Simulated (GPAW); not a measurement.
SiGe: band structure with PBEsol

Crystal: SiGe.

```
Ge Si
1.0
     3.90445    0.00000    0.00000
    -1.95223    3.38135    0.00000
     0.00000    0.00000    6.45078
Ge Si
2 2
Direct
  0.33333 0.66667 0.00039
  0.66667 0.33333 0.50039
  0.33333 0.66667 0.37461
  0.66667 0.33333 0.87461
```

The cell comes from a database or a generator and needn't be the stable form of this composition.

| Quantity | Value |
| --- | --- |
| Program | GPAW 26.7.0 |
| Task | band structure |
| Functional | PBEsol |
| Potentials or basis | PAW data sets generated in the run's folder for this functional |
| Cutoff | 600 eV |
| Basis | pw |
| k mesh | 6 × 6 × 4 |
| Occupations | fermi-dirac, width 0.05 eV |
| Spin | no spin polarisation |
| Maxiter | 150 |
| Band path | GMKGALHA,LM,KH |
| Band points | 60 |

```yaml
Pressure: 0.4 GPa
Largest_force: 0.011 eV/Å
Band_gap_on_the_k_mesh: 0.34 eV, indirect (least direct gap 0.40 eV)
Band_gap_along_the_path: 0.34 eV, indirect (least direct gap 0.40 eV)
```

Forces on the atoms (eV/Å):
```
Ge   0.000  0.000  0.011
Ge   0.000  0.000  0.011
Si   0.000  0.000 -0.011
Si   0.000  0.000 -0.011
```

Stress tensor (GPa, compression positive):
```
0.53 0.00 0.00
0.00 0.53 0.00
0.00 0.00 0.13
```

Levels at the corners of the path, in eV from the valence-band top:
| point | band 6 | band 7 | band 8 | band 9 | band 10 | band 11 |
| --- | --- | --- | --- | --- | --- | --- |
| Γ | -0.31 | 0.00 | 0.00 | 0.40 | 1.48 | 2.03 |
| M | -3.17 | -3.03 | -1.53 | 0.34 | 1.96 | 3.19 |
| K | -3.65 | -3.65 | -3.40 | 0.97 | 4.78 | 4.78 |
| Γ | -0.31 | 0.00 | 0.00 | 0.40 | 1.48 | 2.03 |
| A | -0.97 | -0.97 | -0.97 | 1.20 | 1.20 | 3.08 |
| L | -2.60 | -2.52 | -2.52 | 0.61 | 0.61 | 1.77 |
| H | -4.54 | -2.10 | -2.10 | 1.33 | 1.33 | 3.71 |
| A | -0.97 | -0.97 | -0.97 | 1.20 | 1.20 | 3.08 |
| L | -2.60 | -2.52 | -2.52 | 0.61 | 0.61 | 1.77 |
| M | -3.17 | -3.03 | -1.53 | 0.34 | 1.96 | 3.19 |
| K | -3.65 | -3.65 | -3.40 | 0.97 | 4.78 | 4.78 |
| H | -4.54 | -2.10 | -2.10 | 1.33 | 1.33 | 3.71 |

It took 60 s on 1 thread of Arm Neoverse V2, on a shared host, peak memory 0.34 GiB.
